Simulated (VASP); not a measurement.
Here is a VASP 6.6.1 calculation.

Contents of INCAR:

```
SYSTEM = Cu
PREC     = Accurate       ! precision mode
ENCUT    = 520            ! plane-wave cutoff, eV
EDIFF    = 1E-6           ! SCF threshold, eV
ISMEAR   = 1              ! smearing method
SIGMA    = 0.1            ! smearing width, eV
LREAL    = .FALSE.        ! projectors in reciprocal space
LASPH    = .TRUE.         ! aspherical terms in the spheres
NELM     = 80             ! most SCF steps
ALGO     = Normal         ! electronic algorithm
ISIF     = 2              ! what is computed and relaxed
LWAVE    = .FALSE.        ! write WAVECAR
LCHARG   = .FALSE.        ! write CHGCAR
LMAXMIX  = 4              ! l up to which the mixer works
GGA      = PE             ! functional
```

KPOINTS

```
Automatic mesh
0
G
  18 18 18
  0 0 0
```

Contents of POSCAR:

```
Cu                                      
1.0
    0.0000000000      1.7848606275      1.7848606275
    1.7848606275      0.0000000000      1.7848606275
    1.7848606275      1.7848606275      0.0000000000
  Cu            
     1
Direct
     0.0000000000000000    0.0000000000000000    0.0000000000000000
```

KPOINTS_OPT

```
explicit points
202
Reciprocal
 0.0000000000  0.0000000000  0.0000000000 1
 0.0555555556  0.0000000000  0.0555555556 1
 0.1111111111  0.0000000000  0.1111111111 1
 0.1666666667  0.0000000000  0.1666666667 1
 0.2222222222  0.0000000000  0.2222222222 1
 0.2777777778  0.0000000000  0.2777777778 1
[... 194 lines left out ...]
 0.4928804700  0.0071195300  0.5000000000 1
 0.5071195300 -0.0071195300  0.5000000000 1
```

Potentials or basis: VASP PAW PBE potentials, release 64 (Cu).

Run with:

```console
$ cat potpaw_PBE.64/Cu/POTCAR > POTCAR
$ mpirun -np 1 vasp_std > vasp.out
```

Problem. Predict the pressure.

Solution. 8.7 GPa.

Problem. What does it give for the band gap along the path?

Solution. None (metal or under the smearing width).

Levels at the corners of the path, in eV from the Fermi level:
```csv
point,band 2,band 3,band 4,band 5,band 6,band 7,band 8,band 9
Γ,-3.11,-3.11,-3.11,-2.24,-2.24,22.93,25.87,25.87
X,-4.59,-1.66,-1.48,-1.48,1.50,7.41,13.41,13.41
X,-4.59,-1.66,-1.48,-1.48,1.50,7.41,13.41,13.41
W,-3.65,-3.65,-2.28,-1.48,6.38,6.38,8.52,9.19
W,-3.65,-3.65,-2.28,-1.48,6.38,6.38,8.52,9.19
K,-4.22,-2.84,-2.10,-1.69,4.46,5.91,8.16,15.56
K,-4.22,-2.84,-2.10,-1.69,4.46,5.91,8.16,15.56
Γ,-3.11,-3.11,-3.11,-2.24,-2.24,22.93,25.87,25.87
Γ,-3.11,-3.11,-3.11,-2.24,-2.24,22.93,25.87,25.87
L,-3.15,-3.15,-1.64,-1.64,-1.08,3.98,21.40,22.70
L,-3.15,-3.15,-1.64,-1.64,-1.08,3.98,21.40,22.70
U,-4.22,-2.84,-2.10,-1.69,4.46,5.91,8.16,15.56
U,-4.22,-2.84,-2.10,-1.69,4.46,5.91,8.16,15.56
W,-3.65,-3.65,-2.28,-1.48,6.38,6.38,8.52,9.19
W,-3.65,-3.65,-2.28,-1.48,6.38,6.38,8.52,9.19
L,-3.15,-3.15,-1.64,-1.64,-1.08,3.98,21.40,22.70
L,-3.15,-3.15,-1.64,-1.64,-1.08,3.98,21.40,22.70
K,-4.22,-2.84,-2.10,-1.69,4.46,5.91,8.16,15.56
U,-4.22,-2.84,-2.10,-1.69,4.46,5.91,8.16,15.56
X,-4.59,-1.66,-1.48,-1.48,1.50,7.41,13.41,13.41
```
